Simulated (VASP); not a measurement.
Here is a VASP 6.6.1 calculation.

File INCAR:

```
SYSTEM = AlN
ALGO = Normal
EDIFF = 1E-6
ENCUT = 520
GGA = PS
ISIF = 2
ISMEAR = 0
KPAR = 4
LASPH = .True.
LCHARG = .False.
LREAL = .False.
LWAVE = .False.
NBANDS = 16
NELM = 80
PREC = Accurate
SIGMA = 0.03
```

File KPOINTS:

```
k-points
0
Gamma
  6 6 4
  0 0 0
```

POSCAR

```
AlN                                     
1.0
    3.1131018769      0.0000000000      0.0000000000
   -1.5565509384      2.6960253081     -0.0000000000
   -0.0000000000      0.0000000000      4.9818131102
  Al              N             
     2     2
Direct
     0.3333333300000021    0.6666666699999979    0.9989855801397411
     0.6666666699999979    0.3333333300000021    0.4989855801397410
     0.3333333300000021    0.6666666699999979    0.3810144198602615
     0.6666666699999979    0.3333333300000021    0.8810144198602614
```

Contents of KPOINTS_OPT:

```
explicit points
6
Reciprocal
 0.0000000000  0.0000000000  0.0000000000 1
 0.0000000000  0.0000000000  0.5000000000 1
 0.3333333333  0.3333333333  0.5000000000 1
 0.3333333333  0.3333333333  0.0000000000 1
 0.5000000000  0.0000000000  0.5000000000 1
 0.5000000000  0.0000000000  0.0000000000 1
```

Potentials or basis: VASP PAW PBE potentials, release 64 (Al, N).

Run with:

```bash
$ cat potpaw_PBE.64/Al/POTCAR potpaw_PBE.64/N/POTCAR > POTCAR
$ mpirun -np 4 vasp_std > vasp.out
```

**Question.** Estimate the band gap on the k mesh.

**Answer.** 4.12 eV, direct.

**Question.** Predict the pressure.

**Answer.** 0.1 GPa.

Caveat: the PAW data sets were made with another functional, which shifts forces and pressure a little.

**What was measured.**

“Structural and optical properties of self-assembled AlN nanowires grown on SiO2/Si substrates by molecular beam epitaxy”, 2024, arxiv:2402.00216 quotes, for a bulk crystal of AlN at 0 K: band gap 6.0343 eV (an exciton energy, a little under the gap).

A measured gap of AlN is 6.0343 eV (an exciton energy, a little under the gap; 0 K; quoted in “Structural and optical properties of self-assembled AlN nanowires grown on SiO2/Si substrates by molecular beam epitaxy”, 2024, arxiv:2402.00216); the calculated 4.12 eV misses it by -1.92 eV. 2 values of this kind are on record (6.034 to 6.0343 eV); this one was drawn at random. The value is that of PBEsol, without temperature or zero-point motion. Semilocal functionals fall short of measured gaps as a rule.
